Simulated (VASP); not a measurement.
# ZnSe (Stilleite) (F-43m) in VASP: further runs

The runs below take ZnSe (Stilleite) through G0W0 quasiparticle levels, with PBE.

Everything below comes from runs of VASP 6.6.1. Logs are shortened: lines on timing, memory, paths and dates and some standing lists are left out, and cuts for length are marked.

### 1 Starting point

The structure is cubic, space group F-43m (No. 216). The conventional cell has a = 5.668 Å, b = 5.668 Å, c = 5.668 Å, α = 90.00°, β = 90.00°, γ = 90.00°. Se (site symmetry -43m) is surrounded by 4 Zn at 2.45 Å. Around Zn (site symmetry -43m) lie 4 Se at 2.45 Å.

### 2 G0W0 quasiparticle levels, PBE

Input file POSCAR:

```
ZnSe
1.0
    0.0000000000      2.8338000000      2.8338000000
    2.8338000000      0.0000000000      2.8338000000
    2.8338000000      2.8338000000      0.0000000000
Se Zn
1 1
Direct
    0.7500000000      0.7500000000      0.7500000000
    0.0000000000      0.0000000000      0.0000000000
```

Input file INCAR.step1:

```
SYSTEM = ZnSe
  PREC = Accurate
  ENCUT = 450
  EDIFF = 1E-8
  ISMEAR = 0
  SIGMA = 0.01
  LREAL = .False.
  LASPH = .True.
  NELM = 60
  ALGO = Normal
  LWAVE = .True.
  LCHARG = .False.
  GGA = PE
```

Input file INCAR.step2:

```
SYSTEM = ZnSe
  PREC = Accurate
  ENCUT = 450
  EDIFF = 1E-8
  ISMEAR = 0
  SIGMA = 0.01
  LREAL = .False.
  LASPH = .True.
  NELM = 1
  ALGO = Exact
  LWAVE = .True.
  LCHARG = .False.
  GGA = PE
  NBANDS = 36
  LOPTICS = .True.
  ISTART = 1
```

Input file INCAR.step3:

```
SYSTEM = ZnSe
  PREC = Accurate
  ENCUT = 450
  EDIFF = 1E-8
  ISMEAR = 0
  SIGMA = 0.01
  LREAL = .False.
  LASPH = .True.
  ALGO = EVGW0
  LWAVE = .False.
  LCHARG = .False.
  GGA = PE
  NELMGW = 1
  NBANDS = 36
  ENCUTGW = 75
  NOMEGA = 48
  PRECFOCK = Fast
  ISTART = 1
  NBANDSGW = 17
```

Input file KPOINTS:

```
Automatic mesh
0
Gamma
  3 3 3
  0 0 0
```

Potentials or basis: VASP PAW PBE potentials, release 64 (Se_GW, Zn_GW).

On the command line:

```bash
> cat potpaw_PBE.64/Se_GW/POTCAR potpaw_PBE.64/Zn_GW/POTCAR > POTCAR
> cp INCAR.step1 INCAR
> mpirun -np 1 vasp_std > vasp.out
> cp INCAR.step2 INCAR
> mpirun -np 1 vasp_std > vasp.out
> cp INCAR.step3 INCAR
> mpirun -np 1 vasp_std > vasp.out
```

OUTCAR:

```text
SYSTEM = ZnSe
   PREC = Accurate
   ENCUT = 450
   EDIFF = 1E-8
   ISMEAR = 0
   LREAL = .False.
   LASPH = .True.
   GGA = PE
   NELMGW = 1
   ENCUTGW = 75
   PRECFOCK = Fast
   ISTART = 1

 Found      4 irreducible k-points:

 Following reciprocal coordinates:
            Coordinates               Weight
  0.000000  0.000000  0.000000      1.000000
  0.333333  0.000000  0.000000      8.000000
  0.333333  0.333333  0.000000      6.000000
 -0.333333  0.333333  0.000000     12.000000
   k-points           NKPTS =      4   k-points in BZ     NKDIM =     27   number of bands    NBANDS=     36
   number of dos      NEDOS =    301   number of ions     NIONS =      2
   total plane-waves  NPLWV =  21952
   dimension x,y,z NGX =    28 NGY =   28 NGZ =   28
   dimension x,y,z NGXF=    56 NGYF=   56 NGZF=   56
   ions per type =               1   1
   NGX,Y,Z   is equivalent  to a cutoff of  11.62, 11.62, 11.62 a.u.
   NGXF,Y,Z  is equivalent  to a cutoff of  23.23, 23.23, 23.23 a.u.
 SYSTEM =  ZnSe
   PREC   = accura    normal or accurate (medium, high low for compatibility)
   ISTART =      1    job   : 0-new  1-cont  2-samecut
   ICHARG =      0    charge: 1-file 2-atom 10-const
   ISPIN  =      1    spin polarized calculation?
   LNONCOLLINEAR =      F non collinear calculations
   LSORBIT =      F    spin-orbit coupling
   LASPH  =      T    aspherical Exc in radial PAW
   ENCUT  =  450.0 eV  33.07 Ry    5.75 a.u.   6.93  6.93  6.93*2*pi/ulx,y,z
   NELM   =     60;   NELMIN=  2; NELMDL=  0     # of ELM steps
   EDIFF  = 0.1E-07   stopping-criterion for ELM
   LREAL  =      F    real-space projection
   EDIFFG = 0.1E-06   stopping-criterion for IOM
   NSW    =      0    number of steps for IOM
   IBRION =     -1    ionic relax: 0-MD 1-quasi-New 2-CG
   NFREE  =      0    steps in history (QN), initial steepest desc. (CG)
   ISIF   =      0    stress and relaxation
   ISYM   =      3    0-nonsym 1-usesym 2-fastsym
   POTIM  = 0.5000    time-step for ionic-motion
   TEBEG  =    0.0;   TEEND  =   0.0 temperature during run
   PSTRESS=    0.0 pullay stress
   NELECT =      18.0000    total number of electrons
   NUPDOWN=      -1.0000    fix difference up-down
   EMIN   =  10.00;   EMAX   =-10.00  energy-range for DOS
   EFERMI =   0.00;   METHOD = LEGACY
   ISMEAR =     0;   SIGMA  =   0.01  broadening in eV -4-tet -1-fermi 0-gaus
   EFERMI_NEDOS =   21; number of points for ismear=-14 and -15
   IALGO  =     38    algorithm
   IMIX   =      4    mixing-type and parameters
     AMIX     =   0.40;   BMIX     =  1.00
     AMIX_MAG =   1.60;   BMIX_MAG =  1.00
  volume/ion in A,a.u.               =      22.76       153.57
  Fermi-wavevector in a.u.,A,eV,Ry     =   1.201673  2.270834 19.647073  1.444019
  Thomas-Fermi vector in A             =   2.337476
   LORBIT       =      0    0 simple, 1 ext, 2 COOP (PROOUT), +10 PAW based schemes
   GGA     = PE    functional components
   LHFCALC =     T    Hartree Fock is set to
   PRECFOCK=fast      Normal, Fast or Accurate (Low or Medium for compatibility)
   ENCUT4O =  -1.0   cutoff for four orbital integrals eV
   NKREDX  =     1    reduce k-point grid by
   NKREDY  =     1    reduce k-point grid by
   NKREDZ  =     1    reduce k-point grid by
   AEXX    =    1.0000 exact exchange contribution
   HFSCREEN=    0.0000 screening length (either q_TF or 0.3 A-1)
   HFSCREENC=   0.0000 screening length for correlation (either q_TF or 0.3 A-1)
   ENCUTFOCK=  -1.0 apply spherical cutoff to Coloumb kernel
   IVDW    =     0    specifies the selected vdW correction
   LEPSILON=     F    determine dielectric tensor
   LRPA    =     F    only Hartree local field effects (RPA)
   LRPAFORCE           =     F    calculate RPA forces
   ENCUTGW             =  75.0    cutoff for response function in eV
   ENCUTGWSOFT         =  60.0    soft cutoff for Coulomb kernel in GW response function in eV
   ENCUTLF             =  -1.0    cutoff for local field effects
   NELMGW              =     1    number of iterations in solving QP/BSE equation
   NELMHF              =     1    number of iterations in the inner HF iteration
   NKREDLFX            =     1    NKREDLFY  =   1   NKREDLFZ  =   1
 non-spin polarized calculation
 Gauss-broadening in eV      SIGMA  =   0.01
  energy-cutoff  :      450.00
  volume of cell :       45.51
 maximum number of plane-waves:      1002
  NGX = 16; NGY = 16; NGZ = 16
   NGX = 13   NGY = 13   NGZ = 13
 maximum number of plane-waves:        72
 NGX is ok and might be reduce to    14

 QP shifts <psi_nk| G(iteration)W_0 |psi_nk>: iteration 1
 for sc-GW calculations column KS-energies equals QP-energies in previous step
 and V_xc(KS)=  KS-energies - (<T + V_ion + V_H > + <T+V_H+V_ion>^1  + <V_x>^1)

 k-point   1 :       0.0000    0.0000    0.0000
  band No.  KS-energies  QP-energies   sigma(KS)   V_xc(KS)     V^pw_x(r,r')   Z            occupation Imag(sigma)

      1     -10.5025     -10.6381     -12.5129     -12.3078     -19.8306       0.6610       2.0000       1.2160
      2      -3.8950      -5.8942     -22.6948     -19.7053     -30.8897       0.6687       2.0000       0.2377
      3      -3.8950      -5.8942     -22.6948     -19.7053     -30.8897       0.6687       2.0000       0.2377
      4      -3.8950      -5.8942     -22.6948     -19.7053     -30.8897       0.6687       2.0000       0.2377
      5      -3.5352      -5.6835     -23.6882     -20.4968     -32.0216       0.6731       2.0000       0.2177
      6      -3.5352      -5.6835     -23.6882     -20.4968     -32.0216       0.6731       2.0000       0.2177
[... 9 lines left out ...]
     16      14.1442      14.7970      -9.4523     -10.3197      -4.9907       0.7526       0.0000      -0.2763
     17      15.7309      15.8980      -7.3397      -7.5616      -2.2362       0.7534       0.0000      -0.5330

 k-point   2 :       0.3333    0.0000    0.0000
  band No.  KS-energies  QP-energies   sigma(KS)   V_xc(KS)     V^pw_x(r,r')   Z            occupation Imag(sigma)

      1      -9.9290     -10.0254     -12.8704     -12.7264     -20.0665       0.6694       2.0000       1.1157
      2      -3.8250      -5.8504     -22.8561     -19.8401     -31.0693       0.6716       2.0000       0.2357
      3      -3.8250      -5.8504     -22.8561     -19.8401     -31.0693       0.6716       2.0000       0.2357
      4      -3.7224      -5.6284     -21.7825     -18.9596     -29.5970       0.6752       2.0000       0.2457
      5      -3.5286      -5.6886     -23.7075     -20.5138     -32.0526       0.6763       2.0000       0.2193
      6      -3.5286      -5.6886     -23.7075     -20.5138     -32.0526       0.6763       2.0000       0.2193
[... 9 lines left out ...]
     16      13.7323      14.2752      -8.8864      -9.6043      -4.3199       0.7564       0.0000      -0.3003
     17      18.1579      18.8649      -8.4395      -9.3821      -2.9821       0.7502       0.0000      -0.7221

 k-point   3 :       0.3333    0.3333    0.0000
  band No.  KS-energies  QP-energies   sigma(KS)   V_xc(KS)     V^pw_x(r,r')   Z            occupation Imag(sigma)

      1      -9.7351      -9.8204     -13.0044     -12.8763     -20.1594       0.6667       2.0000       1.0765
      2      -3.8848      -5.7175     -21.2468     -18.5260     -28.9470       0.6736       2.0000       0.2494
      3      -3.7209      -5.7879     -23.1528     -20.0822     -31.4143       0.6732       2.0000       0.2337
      4      -3.7209      -5.7879     -23.1528     -20.0822     -31.4143       0.6732       2.0000       0.2337
      5      -3.5311      -5.6467     -23.3782     -20.2425     -31.6336       0.6747       2.0000       0.2231
      6      -3.4995      -5.6722     -23.7762     -20.5767     -32.1335       0.6791       2.0000       0.2193
[... 9 lines left out ...]
     16      17.9374      18.5752      -8.1631      -9.0119      -2.8043       0.7514       0.0000      -0.6721
     17      19.3955      20.0031      -8.7392      -9.5269      -3.5001       0.7713       0.0000      -0.8267

 k-point   4 :      -0.3333    0.3333    0.0000
  band No.  KS-energies  QP-energies   sigma(KS)   V_xc(KS)     V^pw_x(r,r')   Z            occupation Imag(sigma)

      1      -9.4978      -9.5734     -13.2370     -13.1236     -20.3582       0.6669       2.0000       1.0307
      2      -3.7977      -5.7906     -22.5039     -19.5462     -30.5782       0.6738       2.0000       0.2384
      3      -3.7177      -5.7838     -23.1536     -20.0899     -31.4135       0.6744       2.0000       0.2330
      4      -3.5758      -5.7206     -23.5728     -20.3898     -31.9116       0.6738       2.0000       0.2239
      5      -3.5272      -5.6897     -23.6963     -20.5059     -32.0440       0.6778       2.0000       0.2203
      6      -3.2992      -5.3719     -23.2869     -20.2218     -31.4303       0.6762       2.0000       0.2301
[... 9 lines left out ...]
     16      18.2675      18.8684      -8.1641      -8.9631      -2.8492       0.7520       0.0000      -0.6873
     17      18.9634      19.4116      -7.8605      -8.4479      -2.5833       0.7630       0.0000      -0.7118
```

Run time: 23 s. Hardware: 1 thread of AMD EPYC 9R45 (Zen 5), shared host; peak memory 0.25 GiB.

These settings aren't checked as converged: the numbers below hold their error.

What came out:

```
Band gap on the k mesh, mean-field level : 1.24 eV, direct
Quasiparticle gap                        : 2.36 eV
Least direct quasiparticle gap           : 2.36 eV
```

Caveat: the k mesh is coarse (spacing up to 0.64 Å⁻¹), so the values aren't converged; bands, screening cutoff and mesh are small and nothing is extrapolated, so the quasiparticle values aren't converged.

### 3 G0W0 quasiparticle levels, PBE

POSCAR is that of step 2.

INCAR.step1 is that of step 2.

INCAR.step2, as its differences from that of step 2:

```diff
@@ -13,3 +13,3 @@
   GGA = PE
-  NBANDS = 36
+  NBANDS = 22
   LOPTICS = .True.
```

INCAR.step3, as its differences from that of step 2:

```diff
@@ -13,4 +13,4 @@
   NELMGW = 1
-  NBANDS = 36
-  ENCUTGW = 75
+  NBANDS = 22
+  ENCUTGW = 260
   NOMEGA = 48
```

KPOINTS is that of step 2.

Potentials or basis: VASP PAW PBE potentials, release 64 (Se_GW, Zn_GW).

On the command line:

```bash
> cat potpaw_PBE.64/Se_GW/POTCAR potpaw_PBE.64/Zn_GW/POTCAR > POTCAR
> cp INCAR.step1 INCAR
> mpirun -np 1 vasp_std > vasp.out
> cp INCAR.step2 INCAR
> mpirun -np 1 vasp_std > vasp.out
> cp INCAR.step3 INCAR
> mpirun -np 1 vasp_std > vasp.out
```

OUTCAR:

```text
SYSTEM = ZnSe
   PREC = Accurate
   ENCUT = 450
   EDIFF = 1E-8
   ISMEAR = 0
   LREAL = .False.
   LASPH = .True.
   GGA = PE
   NELMGW = 1
   ENCUTGW = 260
   PRECFOCK = Fast
   ISTART = 1

 Found      4 irreducible k-points:

 Following reciprocal coordinates:
            Coordinates               Weight
  0.000000  0.000000  0.000000      1.000000
  0.333333  0.000000  0.000000      8.000000
  0.333333  0.333333  0.000000      6.000000
 -0.333333  0.333333  0.000000     12.000000
   k-points           NKPTS =      4   k-points in BZ     NKDIM =     27   number of bands    NBANDS=     22
   number of dos      NEDOS =    301   number of ions     NIONS =      2
[... 58 lines left out ...]
   ENCUTLF             =  -1.0    cutoff for local field effects
   NELMGW              =     1    number of iterations in solving QP/BSE equation
   NELMHF              =     1    number of iterations in the inner HF iteration
   NKREDLFX            =     1    NKREDLFY  =   1   NKREDLFZ  =   1
 non-spin polarized calculation
 Gauss-broadening in eV      SIGMA  =   0.01
  energy-cutoff  :      450.00
  volume of cell :       45.51
 maximum number of plane-waves:      1002
  NGX = 16; NGY = 16; NGZ = 16
   NGX = 13   NGY = 13   NGZ = 13
 maximum number of plane-waves:       444

 QP shifts <psi_nk| G(iteration)W_0 |psi_nk>: iteration 1
 for sc-GW calculations column KS-energies equals QP-energies in previous step
 and V_xc(KS)=  KS-energies - (<T + V_ion + V_H > + <T+V_H+V_ion>^1  + <V_x>^1)

 k-point   1 :       0.0000    0.0000    0.0000
  band No.  KS-energies  QP-energies   sigma(KS)   V_xc(KS)     V^pw_x(r,r')   Z            occupation Imag(sigma)

      1     -10.5025     -10.4838     -12.2796     -12.3078     -19.8306       0.6630       2.0000       1.2916
      2      -3.8950      -5.1015     -21.6017     -19.7053     -30.8897       0.6362       2.0000       0.0830
      3      -3.8950      -5.1015     -21.6017     -19.7053     -30.8897       0.6362       2.0000       0.0830
      4      -3.8950      -5.1015     -21.6017     -19.7053     -30.8897       0.6362       2.0000       0.0830
      5      -3.5352      -4.8214     -22.5837     -20.4968     -32.0216       0.6163       2.0000       0.1167
      6      -3.5352      -4.8214     -22.5837     -20.4968     -32.0216       0.6163       2.0000       0.1167
[... 59 lines left out ...]
      3      -3.7177      -4.9237     -22.0424     -20.0899     -31.4135       0.6176       2.0000       0.0827
      4      -3.5758      -4.8412     -22.4475     -20.3898     -31.9116       0.6150       2.0000       0.1072
      5      -3.5272      -4.8186     -22.5881     -20.5059     -32.0440       0.6202       2.0000       0.1160
      6      -3.2992      -4.5250     -22.2011     -20.2218     -31.4303       0.6193       2.0000       0.1078
[... 9 lines left out ...]
     16      18.2675      19.5481      -7.2978      -8.9631      -2.8492       0.7690       0.0000      -0.6881
     17      18.9634      20.1105      -6.9698      -8.4479      -2.5833       0.7761       0.0000      -0.6685
```

OUTCAR.step2:

```text
SYSTEM = ZnSe
   PREC = Accurate
   ENCUT = 450
   EDIFF = 1E-8
[... 538 lines left out ...]
  --------------------------------------------------------------------------------------------------------------
     0.00000    25.32583    25.32583    25.32583    -0.00000     0.00000    -0.00000
     0.47200    27.69664    27.69664    27.69664    -0.00000     0.00000    -0.00000
     0.94400    41.80527    41.80527    41.80527    -0.00000     0.00000    -0.00000
     1.41600   -24.35209   -24.35209   -24.35209    -0.00000     0.00000    -0.00000
     1.88800     3.49674     3.49674     3.49674    -0.00000     0.00000    -0.00000
     2.36000    11.83826    11.83826    11.83826    -0.00000     0.00000    -0.00000
[... 92 lines left out ...]
    46.25592     0.83313     0.83313     0.83313     0.00000    -0.00000    -0.00000
    46.72792     0.83670     0.83670     0.83670     0.00000    -0.00000    -0.00000
```

Run time: 35 s. Hardware: 1 thread of AMD EPYC 9R45 (Zen 5), shared host; peak memory 0.42 GiB.

These settings aren't checked as converged: the numbers below hold their error.

Results:

- Band gap on the k mesh, mean-field level: 1.24 eV, direct
- Quasiparticle gap: 2.35 eV
- Least direct quasiparticle gap: 2.35 eV

Caveat: the k mesh is coarse (spacing up to 0.64 Å⁻¹), so the values aren't converged; bands, screening cutoff and mesh are small and nothing is extrapolated, so the quasiparticle values aren't converged.
